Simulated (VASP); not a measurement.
# C (Fd-3m) in VASP: a series of runs, part 2 of 2

VASP 6.6.1.

## (3) Band structure, r2SCAN

Input file INCAR:

```
SYSTEM = C
  PREC = Accurate
  ENCUT = 520
  EDIFF = 1E-6
  ISMEAR = 0
  SIGMA = 0.02
  LREAL = .FALSE.
  LASPH = .TRUE.
  NELM = 100
  ALGO = Normal
  ISIF = 2
  LWAVE = .FALSE.
  LCHARG = .FALSE.
  METAGGA = R2SCAN
  LMIXTAU = .TRUE.
  NBANDS = 11
```

Input file KPOINTS:

```
Automatic mesh
0
G
  12 12 12
  0 0 0
```

Input file POSCAR:

```
C
1.0
    0.0000000000      1.7774500000      1.7774500000
    1.7774500000      0.0000000000      1.7774500000
    1.7774500000      1.7774500000      0.0000000000
C
2
Direct
    0.5000000000      0.5000000000      0.5000000000
    0.7500000000      0.7500000000      0.7500000000
```

Input file KPOINTS_OPT:

```
path GXWKGLUWLK,UX
20
line-mode
reciprocal
 0.0000000000  0.0000000000  0.0000000000  G
 0.5000000000  0.0000000000  0.5000000000  X

 0.5000000000  0.0000000000  0.5000000000  X
 0.5000000000  0.2500000000  0.7500000000  W

 0.5000000000  0.2500000000  0.7500000000  W
 0.3750000000  0.3750000000  0.7500000000  K

 0.3750000000  0.3750000000  0.7500000000  K
 0.0000000000  0.0000000000  0.0000000000  G

 0.0000000000  0.0000000000  0.0000000000  G
 0.5000000000  0.5000000000  0.5000000000  L

 0.5000000000  0.5000000000  0.5000000000  L
 0.6250000000  0.2500000000  0.6250000000  U

 0.6250000000  0.2500000000  0.6250000000  U
 0.5000000000  0.2500000000  0.7500000000  W

 0.5000000000  0.2500000000  0.7500000000  W
 0.5000000000  0.5000000000  0.5000000000  L

 0.5000000000  0.5000000000  0.5000000000  L
 0.3750000000  0.3750000000  0.7500000000  K

 0.6250000000  0.2500000000  0.6250000000  U
 0.5000000000  0.0000000000  0.5000000000  X
```

Potentials or basis: VASP PAW PBE potentials, release 64 (C).

Command:

```sh
$ cat potpaw_PBE.64/C/POTCAR > POTCAR
$ mpirun -np 1 vasp_std > vasp.out
```

OUTCAR:

```text
SYSTEM = C
   PREC = Accurate
   ENCUT = 520
   EDIFF = 1E-6
   ISMEAR = 0
   LREAL = .FALSE.
   LASPH = .TRUE.
   NELM = 100
   ISIF = 2
   METAGGA = R2SCAN

 ion  position               nearest neighbor table
   1  0.500  0.500  0.500-   2 1.54   2 1.54   2 1.54   2 1.54
   2  0.750  0.750  0.750-   1 1.54   1 1.54   1 1.54   1 1.54

  LATTYP: Found a face centered cubic cell.
 ALAT       =     3.5549000000

  Lattice vectors:

 A1 = (   0.0000000000,   1.7774500000,   1.7774500000)
 A2 = (   1.7774500000,   0.0000000000,   1.7774500000)
 A3 = (   1.7774500000,   1.7774500000,   0.0000000000)

Analysis of symmetry for initial positions (statically):
=====================================================================
 Subroutine PRICEL returns:
 Original cell was already a primitive cell.

 Routine SETGRP: Setting up the symmetry group for a
 face centered cubic supercell.

 Subroutine GETGRP returns: Found 48 space group operations
 (whereof 24 operations were pure point group operations)
 out of a pool of 48 trial point group operations.

The static configuration has the point symmetry T_d .
 The point group associated with its full space group is O_h .

Analysis of symmetry for dynamics (positions and initial velocities):
=====================================================================
 Subroutine PRICEL returns:
 Original cell was already a primitive cell.

 Routine SETGRP: Setting up the symmetry group for a
 face centered cubic supercell.

 Subroutine GETGRP returns: Found 48 space group operations
 (whereof 24 operations were pure point group operations)
 out of a pool of 48 trial point group operations.

The dynamic configuration has the point symmetry T_d .
 The point group associated with its full space group is O_h .

 Subroutine INISYM returns: Found 48 space group operations
 (whereof 24 operations are pure point group operations),
 and found     1 'primitive' translations

----------------------------------------------------------------------------------------

                                     Primitive cell

  volume of cell :      11.2311

  direct lattice vectors                    reciprocal lattice vectors
     0.000000000  1.777450000  1.777450000    -0.281301865  0.281301865  0.281301865
     1.777450000  0.000000000  1.777450000     0.281301865 -0.281301865  0.281301865
     1.777450000  1.777450000  0.000000000     0.281301865  0.281301865 -0.281301865

  length of vectors
     2.513693896  2.513693896  2.513693896     0.487229122  0.487229122  0.487229122

  position of ions in fractional coordinates (direct lattice)
     0.500000000  0.500000000  0.500000000
     0.750000000  0.750000000  0.750000000

  ion indices of the primitive-cell ions
   primitive index   ion index
                 1           1
                 2           2

----------------------------------------------------------------------------------------

 KPOINTS: Automatic mesh

Automatic generation of k-mesh.
 Grid dimensions read from file:
 generate k-points for:   12   12   12

 Generating k-lattice:

  Cartesian coordinates                     Fractional coordinates (reciprocal lattice)
    -0.023441822  0.023441822  0.023441822     0.083333333  0.000000000  0.000000000
     0.023441822 -0.023441822  0.023441822     0.000000000  0.083333333  0.000000000
     0.023441822  0.023441822 -0.023441822     0.000000000  0.000000000  0.083333333

  Length of vectors
     0.040602427  0.040602427  0.040602427

  Shift w.r.t. Gamma in fractional coordinates (k-lattice)
     0.000000000  0.000000000  0.000000000

 Subroutine IBZKPT returns following result:
 ===========================================

 Found     72 irreducible k-points:

 Following reciprocal coordinates:
            Coordinates               Weight
  0.000000  0.000000  0.000000      1.000000
  0.083333  0.000000  0.000000      8.000000
  0.166667  0.000000  0.000000      8.000000
  0.250000  0.000000  0.000000      8.000000
  0.333333  0.000000  0.000000      8.000000
  0.416667  0.000000  0.000000      8.000000
[... 16 lines left out ...]
  0.500000  0.166667  0.000000     24.000000
 -0.416667  0.166667  0.000000     24.000000
 [... further k-points ...]
   k-points           NKPTS =     72   k-points in BZ     NKDIM =     72   number of bands    NBANDS=     11
   number of dos      NEDOS =    301   number of ions     NIONS =      2
   total plane-waves  NPLWV =   8000
   dimension x,y,z NGX =    20 NGY =   20 NGZ =   20
   dimension x,y,z NGXF=    40 NGYF=   40 NGZF=   40
   ions per type =               2
   NGX,Y,Z   is equivalent  to a cutoff of  13.23, 13.23, 13.23 a.u.
   NGXF,Y,Z  is equivalent  to a cutoff of  26.45, 26.45, 26.45 a.u.
 SYSTEM =  C
   PREC   = accura    normal or accurate (medium, high low for compatibility)
   ISTART =      0    job   : 0-new  1-cont  2-samecut
   ICHARG =      2    charge: 1-file 2-atom 10-const
   ISPIN  =      1    spin polarized calculation?
   LNONCOLLINEAR =      F non collinear calculations
   LSORBIT =      F    spin-orbit coupling
   LASPH  =      T    aspherical Exc in radial PAW
   ENCUT  =  520.0 eV  38.22 Ry    6.18 a.u.   4.67  4.67  4.67*2*pi/ulx,y,z
   NELM   =    100;   NELMIN=  2; NELMDL= -5     # of ELM steps
   EDIFF  = 0.1E-05   stopping-criterion for ELM
   LREAL  =      F    real-space projection
   EDIFFG = 0.1E-04   stopping-criterion for IOM
   NSW    =      0    number of steps for IOM
   IBRION =     -1    ionic relax: 0-MD 1-quasi-New 2-CG
   NFREE  =      0    steps in history (QN), initial steepest desc. (CG)
   ISIF   =      2    stress and relaxation
   ISYM   =      2    0-nonsym 1-usesym 2-fastsym
   POTIM  = 0.5000    time-step for ionic-motion
   TEBEG  =    0.0;   TEEND  =   0.0 temperature during run
   PSTRESS=    0.0 pullay stress
   NELECT =       8.0000    total number of electrons
   NUPDOWN=      -1.0000    fix difference up-down
   EMIN   =  10.00;   EMAX   =-10.00  energy-range for DOS
   EFERMI =   0.00;   METHOD = LEGACY
   ISMEAR =     0;   SIGMA  =   0.02  broadening in eV -4-tet -1-fermi 0-gaus
   EFERMI_NEDOS =   21; number of points for ismear=-14 and -15
   IALGO  =     38    algorithm
   IMIX   =      4    mixing-type and parameters
     AMIX     =   0.40;   BMIX     =  1.00
     AMIX_MAG =   1.60;   BMIX_MAG =  1.00
  volume/ion in A,a.u.               =       5.62        37.90
  Fermi-wavevector in a.u.,A,eV,Ry     =   1.462056  2.762886 29.083932  2.137609
  Thomas-Fermi vector in A             =   2.578315
   LORBIT       =      0    0 simple, 1 ext, 2 COOP (PROOUT), +10 PAW based schemes
   METAGGA = R2SCAN    functional components
   LHFCALC =     F    Hartree Fock is set to
   AEXX    =    0.0000 exact exchange contribution
   IVDW    =     0    specifies the selected vdW correction
   LEPSILON=     F    determine dielectric tensor
   LRPA    =     F    only Hartree local field effects (RPA)
 non-spin polarized calculation
 Gauss-broadening in eV      SIGMA  =   0.02
  energy-cutoff  :      520.00
  volume of cell :       11.23
 maximum number of plane-waves:       311
   NGX =  9   NGY =  9   NGZ =  9

 number of electron       7.9999999 magnetization

 Free energy of the ion-electron system (eV)
  ---------------------------------------------------
  ext. energy  EPLUGINS =         0.00000000
  ---------------------------------------------------
  free energy    TOTEN  =       -19.65642207 eV

  energy without entropy =      -19.65642207  energy(sigma->0) =      -19.65642207

 E-fermi :  10.0263     XC(G=0): -14.3125

 val. band max:        9.8580868031   @ k =   0.0000   0.0000   0.0000
 cond. band min:      14.2243727079   @ k =   0.3333   0.3333   0.0000
 fundamental gap:      4.3662859049
 Fermi energy:        10.0263026460

 k-point     1 :       0.0000    0.0000    0.0000
  band No.  band energies     occupation
      1     -12.9758      2.00000
      2       9.8581      2.00000
      3       9.8581      2.00000
      4       9.8581      2.00000
      5      15.7210      0.00000
      6      15.7210      0.00000
      7      15.7210      0.00000
      8      23.9162      0.00000
      9      30.3910      0.00000
     10      37.3573      0.00000
     11      37.3573      0.00000
[... 309 lines left out ...]
 k-point    24 :      -0.4167    0.1667    0.0000
  band No.  band energies     occupation
      1      -6.5225      2.00000
      2      -3.4351      2.00000
      3       3.9976      2.00000
      4       6.0151      2.00000
      5      17.8064      0.00000
      6      20.6879      0.00000
      7      21.7070      0.00000
      8      26.3710      0.00000
      9      30.5400      0.00000
     10      35.2449      0.00000
     11      36.0596      0.00000

 [... further k-points ...]
[... 5 lines left out ...]
  --------------------------------------------------------------------------------------
  -------------------------------------------------------------------------------------
  Total        0.2309322      0.2309322      0.2309322      0.0000000      0.0000000      0.0000000
  in kB       32.9437459     32.9437459     32.9437459      0.0000000      0.0000000      0.0000000
  external PRESSURE =      32.9437459 kB  Pullay stress =       0.0000000 kB

 VOLUME and BASIS-vectors are now :
 -----------------------------------------------------------------------------
  energy-cutoff  :      520.00
  volume of cell :       11.23
      direct lattice vectors                 reciprocal lattice vectors
     0.000000000  1.777450000  1.777450000    -0.281301865  0.281301865  0.281301865
     1.777450000  0.000000000  1.777450000     0.281301865 -0.281301865  0.281301865
     1.777450000  1.777450000  0.000000000     0.281301865  0.281301865 -0.281301865

 POSITION                                       TOTAL-FORCE (eV/Angst)
 -----------------------------------------------------------------------------------
      1.77745      1.77745      1.77745        -0.000000     -0.000000      0.000000
      2.66617      2.66617      2.66617         0.000000      0.000000     -0.000000
 -----------------------------------------------------------------------------------
    total drift:                                0.000000     -0.000000      0.000000

  FREE ENERGIE OF THE ION-ELECTRON SYSTEM (eV)
  ---------------------------------------------------
  free  energy   TOTEN  =       -19.6564220679 eV

  energy  without entropy=      -19.6564220679  energy(sigma->0) =      -19.65642207
```

Wall time 72 s (1 thread of AMD EPYC 7R13 (Zen 3), shared host); peak memory 0.1 GiB.

Results:

```yaml
Free_energy: -19.6564 eV
Pressure: 3.3 GPa
Band_gap_on_the_k_mesh: 4.37 eV, indirect (least direct gap 5.86 eV)
Band_gap_along_the_path: 4.34 eV, indirect (least direct gap 5.86 eV)
```

Levels at the corners of the path, in eV from the valence-band top:
```tsv
point	band 2	band 3	band 4	band 5	band 6	band 7
Γ	0.00	0.00	0.00	5.86	5.86	5.86
X	-13.66	-6.72	-6.72	5.02	5.02	18.03
X	-13.66	-6.72	-6.72	5.02	5.02	18.03
W	-12.87	-8.80	-8.80	11.30	11.30	13.04
W	-12.87	-8.80	-8.80	11.30	11.30	13.04
K	-12.56	-9.84	-5.73	5.99	11.39	15.33
K	-12.56	-9.84	-5.73	5.99	11.39	15.33
Γ	0.00	0.00	0.00	5.86	5.86	5.86
Γ	0.00	0.00	0.00	5.86	5.86	5.86
L	-14.16	-3.00	-3.00	8.92	8.92	9.27
L	-14.16	-3.00	-3.00	8.92	8.92	9.27
U	-12.56	-9.84	-5.73	5.99	11.39	15.33
U	-12.56	-9.84	-5.73	5.99	11.39	15.33
W	-12.87	-8.80	-8.80	11.30	11.30	13.04
W	-12.87	-8.80	-8.80	11.30	11.30	13.04
L	-14.16	-3.00	-3.00	8.92	8.92	9.27
L	-14.16	-3.00	-3.00	8.92	8.92	9.27
K	-12.56	-9.84	-5.73	5.99	11.39	15.33
U	-12.56	-9.84	-5.73	5.99	11.39	15.33
X	-13.66	-6.72	-6.72	5.02	5.02	18.03
```

Caveat: the PAW data sets were made with another functional, which shifts forces and pressure a little.

## (4) Band structure, TB-mBJ

POSCAR is that of step 3.

Input file INCAR.step1:

```
SYSTEM = C
  PREC = Accurate
  ENCUT = 520
  EDIFF = 1E-5
  ISMEAR = 0
  SIGMA = 0.02
  LREAL = .FALSE.
  LASPH = .TRUE.
  NELM = 100
  ALGO = Normal
  ISIF = 2
  LWAVE = .TRUE.
  LCHARG = .FALSE.
  NBANDS = 11
  GGA = PE
```

Input file INCAR.step2:

```
SYSTEM = C
  PREC = Accurate
  ENCUT = 520
  EDIFF = 1E-6
  ISMEAR = 0
  SIGMA = 0.02
  LREAL = .FALSE.
  LASPH = .TRUE.
  NELM = 100
  ALGO = Normal
  ISIF = 2
  LWAVE = .FALSE.
  LCHARG = .FALSE.
  METAGGA = MBJ
  NBANDS = 11
  ISTART = 1
```

KPOINTS is that of step 3.

KPOINTS_OPT is that of step 3.

Command:

```sh
$ cat potpaw_PBE.64/C/POTCAR > POTCAR
$ cp INCAR.step1 INCAR
$ mpirun -np 1 vasp_std > vasp.out
$ cp INCAR.step2 INCAR
$ mpirun -np 1 vasp_std > vasp.out
```

Run time: 39 s. Hardware: 1 thread of AMD EPYC 7R13 (Zen 3), shared host; peak memory 0.1 GiB.

Results (log left out):

- Band gap on the k mesh: 5.00 eV, indirect (least direct gap 6.65 eV)
- Band gap along the path: 4.97 eV, indirect (least direct gap 6.65 eV)

Levels at the corners of the path, in eV from the valence-band top:
| point | band 2 | band 3 | band 4 | band 5 | band 6 | band 7 |
| --- | --- | --- | --- | --- | --- | --- |
| Γ | 0.00 | 0.00 | 0.00 | 6.65 | 6.65 | 6.65 |
| X | -13.08 | -6.18 | -6.18 | 5.61 | 5.61 | 18.94 |
| X | -13.08 | -6.18 | -6.18 | 5.61 | 5.61 | 18.94 |
| W | -12.40 | -8.06 | -8.06 | 11.75 | 11.75 | 13.60 |
| W | -12.40 | -8.06 | -8.06 | 11.75 | 11.75 | 13.60 |
| K | -12.01 | -9.03 | -5.26 | 6.57 | 11.86 | 16.10 |
| K | -12.01 | -9.03 | -5.26 | 6.57 | 11.86 | 16.10 |
| Γ | 0.00 | 0.00 | 0.00 | 6.65 | 6.65 | 6.65 |
| Γ | 0.00 | 0.00 | 0.00 | 6.65 | 6.65 | 6.65 |
| L | -13.28 | -2.73 | -2.73 | 9.50 | 9.56 | 9.56 |
| L | -13.28 | -2.73 | -2.73 | 9.50 | 9.56 | 9.56 |
| U | -12.01 | -9.03 | -5.26 | 6.57 | 11.86 | 16.10 |
| U | -12.01 | -9.03 | -5.26 | 6.57 | 11.86 | 16.10 |
| W | -12.40 | -8.06 | -8.06 | 11.75 | 11.75 | 13.60 |
| W | -12.40 | -8.06 | -8.06 | 11.75 | 11.75 | 13.60 |
| L | -13.28 | -2.73 | -2.73 | 9.50 | 9.56 | 9.56 |
| L | -13.28 | -2.73 | -2.73 | 9.50 | 9.56 | 9.56 |
| K | -12.01 | -9.03 | -5.26 | 6.57 | 11.86 | 16.10 |
| U | -12.01 | -9.03 | -5.26 | 6.57 | 11.86 | 16.10 |
| X | -13.08 | -6.18 | -6.18 | 5.61 | 5.61 | 18.94 |

Caveat: the PAW data sets were made with another functional, which shifts forces and pressure a little.

## (5) Overview

```csv
level,gap on the mesh (eV)
PBEsol,4.06
r2SCAN,4.37
TB-mBJ,5.00
```

Alike in all rows: task band structure; potentials or basis VASP PAW PBE potentials, release 64 (C); no spin polarisation; cell as given; k mesh 12 × 12 × 12; cutoff (eV) 520; smearing gaussian 0.02 eV.

On the cell as given the gap runs from 4.03 eV (PBEsol) to 4.97 eV (TB-mBJ).

Caveats: the PAW data sets were made with another functional, which shifts forces and pressure a little.

Absolute energies hang on the potentials; compare differences alone.
